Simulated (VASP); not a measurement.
GaSe:

```
Ga Se
1.0
     3.77097    0.00000    0.00000
    -1.88549    3.26576    0.00000
     0.00000    0.00000   15.96669
Ga Se
4 4
Direct
  0.33333 0.66667 0.17346
  0.66667 0.33333 0.67346
  0.33333 0.66667 0.32654
  0.66667 0.33333 0.82654
  0.33333 0.66667 0.59951
  0.66667 0.33333 0.09951
  0.33333 0.66667 0.90049
  0.66667 0.33333 0.40049
```

Base run:

* Program: VASP 6.6.1
* Functional: HSE06
* Potentials or basis: VASP PAW PBE potentials, release 64 (Ga_d, Se)
* Cutoff: 520 eV
* k mesh: 6 × 6 × 1
* Occupations: gaussian, width 0.03 eV
* Spin: no spin polarisation

Its results: band gap on the k mesh 1.75 eV, direct; pressure 0.1 GPa; largest force 0.351 eV/Å.

The run is repeated on the same cell with these changes: functional from HSE06 to PBE-EpsX. What comes out?

Band gap on the k mesh 1.60 eV, direct; pressure 0.9 GPa; largest force 0.190 eV/Å.

Caveats: the PAW data sets were made with another functional, which shifts forces and pressure a little; this functional lacks dispersion, which binds the layers, so the pressure and a relaxed spacing across them are unreliable (some runs).
